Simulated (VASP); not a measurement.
**From an Ansatz input to VASP: LiH (zincblende)**

Ansatz input

```yaml
crystal:
  lattice:
    - [0.0, 2.1433374631, 2.1433374631]
    - [2.1433374631, 0.0, 2.1433374631]
    - [2.1433374631, 2.1433374631, 0.0]
  atoms:
    - { symbol: Li, position: [0.0, 0.0, 0.0] }
    - { symbol: H, position: [0.25, 0.25, 0.25] }
kpoints:
  mp_grid: { grid: [10, 10, 10] }
hamiltonian:
  xc: r2scan
scf:
  occupations: { method: fermi_dirac, width: 0.02 }
relax:
  f_tol: 0.005
  cell: {}
```

Write VASP inputs for this cell and level of theory.



INCAR

```
ISIF = 3
PREC = Accurate
NSW = 40
METAGGA = R2SCAN
NBANDS = 9
ISMEAR = -1
NELM = 120
SIGMA = 0.02
IBRION = 2
EDIFF = 1E-7
ENCUT = 600
LCHARG = .FALSE.
LREAL = .FALSE.
EDIFFG = -5E-3
ALGO = Normal
LWAVE = .FALSE.
LASPH = .TRUE.
```

KPOINTS

```
KPOINTS created by Atomic Simulation Environment
0
Gamma
10 10 10
0 0 0
```

POSCAR

```
Li H
 1.0000000000000000
    -0.0000000000000000    2.1433374631220659    2.1433374631220659
     2.1433374631220659    0.0000000000000000    2.1433374631220659
     2.1433374631220659    2.1433374631220659    0.0000000000000000
 Li  H
   1   1
Cartesian
 -0.0000000000000000  0.0000000000000000 -0.0000000000000000
  1.0716687315610327  1.0716687315610327  1.0716687315610327
```

VASP ran with the recommended PBE PAW datasets (4 valence electrons in the cell). Other inputs would serve too.

```tsv
	Ansatz	VASP
relaxed cell vector lengths	3.034, 3.034, 3.034 Å	3.031, 3.031, 3.031 Å
relaxed cell volume	19.74 Å³	19.69 Å³
```

Each program uses its own PAW datasets. VASP's cell holds 4 valence electrons and Ansatz's 4.
